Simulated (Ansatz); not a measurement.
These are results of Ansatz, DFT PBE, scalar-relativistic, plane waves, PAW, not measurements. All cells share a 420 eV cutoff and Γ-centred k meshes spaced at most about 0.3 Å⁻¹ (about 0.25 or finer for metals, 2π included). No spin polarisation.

Temperature and zero-point effects are left out.

Question: Order these relaxed structures of AlH4 by energy, lowest first, with the energy over the lowest of them.
1. Space group Im-3m (No. 229), cubic, a = 4.154 Å. Al has 8 H at 1.80 Å; around H lie 2 Al at 1.80 Å and 6 H at 2.08 Å.
2. Space group P4/mmm (No. 123), tetragonal, a = 5.431 Å, c = 2.505 Å. Al has 4 H at 2.32 Å and 2 Al at 2.51 Å; around H lie 1 H at 0.80 Å and 1 Al at 2.32 Å.

Answer: 2 (0 meV/atom), 1 (74 meV/atom). Counting H atoms around Al (those within 1.25 times the shortest such distance or 1.15 times the sum of covalent radii; the shortest distance is added where it is long for a bond): cell 2 has Al 4 from 2.3 Å; cell 1 has Al 8. Cell 2 holds H–H pairs as short as in free H₂ molecules (shortest 0.80 Å); in cell 1 the shortest H–H distance is 2.08 Å. Both come from invented guesses. The lowest form computed isn't among them: it has space group P1 (No. 1), 11.5 Å³/atom and lies 245 meV/atom below the best shown. Even the lowest of the cells shown lies +0.35 eV/atom against the elements.

Weakly bound directions are ill-defined at this level, which has no dispersion term (P4/mmm), and this can change margins and order among such cells. With hydrogen, zero-point motion can shift such differences by 10 meV/atom or more. Cells relaxed within their symmetry can be saddle points. Some structure types and database cells were kept out of the candidates from the start, so a known form may be missing.
